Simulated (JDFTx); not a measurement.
Ti, 2 atoms in the cell. The structure is hexagonal, space group P6_3/mmc (No. 194). The conventional cell has a = 2.950 Å, b = 2.950 Å, c = 4.680 Å, α = 90.00°, β = 90.00°, γ = 120.00°. Ti (site symmetry -6m2) is surrounded by 12 Ti at 2.89 to 2.95 Å. 

| Item | Value |
| --- | --- |
| Program | JDFTx 1.7.0 (patched build) |
| Task | single point |
| Functional | PBEsol |
| Potentials or basis | PseudoDojo-SR-PBEsol-0.4.1-standard with smoothed tails |
| Cutoff | 1143 eV |
| Density cutoff | 9143 eV |
| k mesh | 10 × 10 × 6 |
| Occupations | fermi-dirac, width 0.05 eV |
| Spin | no spin polarisation |
| Local potential set to -Z/r beyond | 6 bohr |
| Density cutoff over wavefunction cutoff | 8 |
| Max SCF steps | 100 |
| SCF threshold on the energy | 1e-09 Ha |
| Solver of the electrons | scf |
| Further solve for the empty bands | yes |

Potentials or basis: PseudoDojo-SR-PBEsol-0.4.1-standard with smoothed tails.

Run with:

```console
$ jdftx -c 1 -i Ti.in -o Ti.out
```

Hardware: 1 thread of Intel(R) Xeon(R) 6975P-C (Granite Rapids) (shared host).

Estimate the wall time of this run.

Wall time 2.6 min on 1 thread of Intel(R) Xeon(R) 6975P-C (Granite Rapids), on a shared host, peak memory 0.21 GiB. Counts: scf iterations 39, bands 18, k points 56, plane waves 3094.
